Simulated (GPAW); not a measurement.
Runs of GPAW 26.7.0 on CdS (Hawleyite). The structure is cubic, space group F-43m (No. 216). Conventional cell: a = 5.833 Å, b = 5.833 Å, c = 5.833 Å, α = 90.00°, β = 90.00°, γ = 90.00°. Cd (site symmetry -43m) is surrounded by 4 S at 2.53 Å. S (site symmetry -43m) is surrounded by 4 Cd at 2.53 Å. 

| task | level | potentials or basis | cell | cutoff (eV) | smearing | response ecut | response k mesh | response bands | kernels | coarser k mesh | gap on the mesh (eV) |
| --- | --- | --- | --- | --- | --- | --- | --- | --- | --- | --- | --- |
| dielectric tensor | PBE | GPAW PAW data sets (gpaw-data 1.2.1), pw | F-43m, 24.81 Å³/atom | 400 | fermi-dirac 0.001 eV | 80 eV | 20 × 20 × 20 | 29 | ["RPA"] | 20 × 20 × 20 | 1.12 |
| band structure | PBE | PAW data sets generated in the run's folder for this functional, pw | F-43m, 24.81 Å³/atom | 600 | fermi-dirac 0.05 eV | - | - | - | - | - | 1.13 |
| dielectric tensor | PBE | GPAW PAW data sets (gpaw-data 1.2.1), pw | F-43m, 25.3 Å³/atom | 400 | fermi-dirac 0.001 eV | 80 eV | 20 × 20 × 20 | 29 | ["RPA"] | 20 × 20 × 20 | 1.08 |
| dielectric tensor | LDA | the program's PAW data sets (release 1.2.1) made for this functional, pw | F-43m, 24.31 Å³/atom | 400 | fermi-dirac 0.001 eV | 80 eV | 20 × 20 × 20 | 29 | ["RPA"] | 20 × 20 × 20 | (a) |
| dielectric tensor | LDA | the program's PAW data sets (release 1.2.1) made for this functional, pw | F-43m, 25.3 Å³/atom | 400 | fermi-dirac 0.001 eV | 80 eV | 20 × 20 × 20 | 29 | ["RPA"] | 20 × 20 × 20 | (b) |

Alike in all rows: no spin polarisation; k mesh 6 × 6 × 6.

Fill in the values left out.

(a) 0.88; (b) 0.80.

Caveats: the long-wavelength limit can be off by several per cent where d states take part (some runs).

A k mesh can miss the band edges, and the runs leave out spin-orbit coupling on Cd.
